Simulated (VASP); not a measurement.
A run of VASP 6.6.1:

The input INCAR:

```
SYSTEM = CaO
PREC = Accurate
ENCUT = 520
EDIFF = 1E-6
ISMEAR = 0
SIGMA = 0.05
LREAL = .FALSE.
LASPH = .TRUE.
NELM = 100
ALGO = Normal
ISIF = 2
LWAVE = .FALSE.
LCHARG = .FALSE.
GGA = PE
NBANDS = 42
```

Contents of KPOINTS:

```
Automatic mesh
0
G
  6 6 6
  0 0 0
```

POSCAR

```
CaO
1.0
    4.8309190713      0.0000000000      0.0000000000
    0.0000000000     -4.8309190713      0.0000000000
    0.0000000000      0.0000000000     -4.8309190713
Ca O
4 4
Direct
    0.0000000000      1.0000000000      1.0000000000
    0.5000000000      0.5000000000      1.0000000000
    0.5000000000      1.0000000000      0.5000000000
    0.0000000000      0.5000000000      0.5000000000
    0.5000000000      0.0000000000      0.0000000000
    0.0000000000      0.5000000000      0.0000000000
    0.0000000000      0.0000000000      0.5000000000
    0.5000000000      0.5000000000      0.5000000000
```

Potentials or basis: VASP PAW PBE potentials, release 64 (Ca_sv, O).

Command:

```bash
$ cat potpaw_PBE.64/Ca_sv/POTCAR potpaw_PBE.64/O/POTCAR > POTCAR
$ mpirun -np 1 vasp_std > vasp.out
```

Hardware: 1 thread of Intel(R) Xeon(R) 6975P-C (Granite Rapids), with other jobs on the host.

Question: How long does it take, and how much memory?

Answer: Wall time 49 s on 1 thread of Intel(R) Xeon(R) 6975P-C (Granite Rapids) (shared host), peak memory 0.23 GiB. Counts: scf iterations 14, k points 20.
